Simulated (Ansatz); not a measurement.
# CuO: the cost of one run

Method: DFT PBE+U, PAW, plane waves, scalar-relativistic; U − J = 4 eV on Cu d, in Ansatz 0.2.0.

### Step 1. Starting point

The structure is monoclinic, space group Cc (No. 9). The conventional cell has a = 4.689 Å, b = 3.427 Å, c = 5.132 Å, α = 90.00°, β = 99.65°, γ = 90.00°. Cu (site symmetry 1) has 4 O at 1.91 to 2.02 Å in its first shell of neighbours. O (site symmetry 1) is surrounded by 4 Cu at 1.91 to 2.02 Å.

Coordinates:

```xyz
4
Lattice="2.3447 -1.7134 0.0000 2.3447 1.7134 0.0000 -0.8606 0.0000 5.0594" Properties=species:S:1:pos:R:3 pbc="T T T"
Cu    1.1723    0.8457    0.0000
Cu    0.7421   -0.8457    2.5297
O     2.0724   -0.2841    1.2836
O     1.6421    0.2841    3.8133
```

In tables a label like O4 counts atoms in the order of input.yaml; a structure file may count by element.

First come: parallel moments, plain SCF; opposed moments +-, plain SCF; no spin polarisation; spin on, no moments given (the program may seed its own), plain SCF. What is tried next depends on their ends.

“Plain SCF” means no search for lower states. 

The total moment includes the space between the atomic spheres.

### Step 2. Parallel moments, plain SCF

File input.yaml:

```yaml
crystal:
  lattice:
    - [2.34465, -1.7134, 0.0]
    - [2.34465, 1.7134, 0.0]
    - [-0.86055, 0.0, 5.05944]
  atoms:
    - { symbol: Cu, position: [0.0032, 0.4968, 0.0], spin: 1.0 }
    - { symbol: Cu, position: [0.4968, 0.0032, 0.5], spin: 1.0 }
    - { symbol: O, position: [0.5714, 0.4056, 0.2537] }
    - { symbol: O, position: [0.4056, 0.5714, 0.7537] }
magnetization:
  spin_polarized: true
hamiltonian:
  xc: pbe
  pseudopotentials: { kind: paw }
  hubbard: { sites: [{ species: Cu, l: d, u_eff: 4.0 }] }
basis:
  ecutwfc: 420
kpoints:
  mp_grid: { grid: [7, 7, 4] }
scf:
  occupations: { method: fermi_dirac, width: 0.05 }
  lower_state_search: "off"
output:
  forces: true
  stress: true
  write_density: true
  write_potential: true
  elf: true
  volumetric_format: npy
```

Launch:

```console
> ansatz run input.yaml --threads 2 --pin off --max-ram 5120MiB --backend cpu --events-out ev --progress --plain --runs-dir out
```

Q: Estimate wall time and peak memory on 2 threads of Arm Neoverse V1, shared host.

About 36 s, with a peak of 0.42 GiB.
